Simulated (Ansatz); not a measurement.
Crystal: Al.

```
Al
1.0
     2.81246    0.00000    0.00000
    -1.40623    2.43566    0.00000
     0.00000    0.00000    4.86685
Al
2
Direct
  0.33333 0.66667 0.25000
  0.66667 0.33333 0.75000
```

This isn't the form of Al at room conditions, which is fcc.

| Item | Value |
| --- | --- |
| Program | Ansatz 0.2.0 |
| Task | relaxation of cell and atoms |
| Functional | PBE |
| Potentials or basis | Ansatz PAW |
| Cutoff | 420 eV (not typed: the program's choice for these potentials) |
| k mesh | 11 × 11 × 6 |
| Occupations | fermi-dirac, width 0.05 eV |
| Spin | no spin polarisation |

At the start: volume 16.67 Å³/atom.

Q: How do energy, volume and symmetry change on relaxing?

A: It ends after 6 steps and the volume is 16.63 Å³/atom (-0.2 %); space group P6_3/mmc (No. 194, to 0.05 Å).

Step by step:
```
step  energy change (eV)  largest force (eV/Å)  volume (Å³)
   1              0.0000                0.0000        33.34
   2             -0.0176                0.0000        33.18
   3             -0.0186                0.0000        33.36
   4             -0.0188                0.0000        33.26
   5             -0.0188                0.0000        33.27
   6             -0.0190                0.0000        33.27
```

Final structure:
```
CELL_PARAMETERS angstrom
2.85374 0.00000 0.00000
-1.42687 2.47141 0.00000
0.00000 0.00000 4.71710
ATOMIC_POSITIONS crystal
Al 0.33333 0.66667 0.25000
Al 0.66667 0.33333 0.75000
```

Caveat: the plane-wave basis is chosen anew once the cell has moved, so the energies of steps on either side of that aren't comparable.
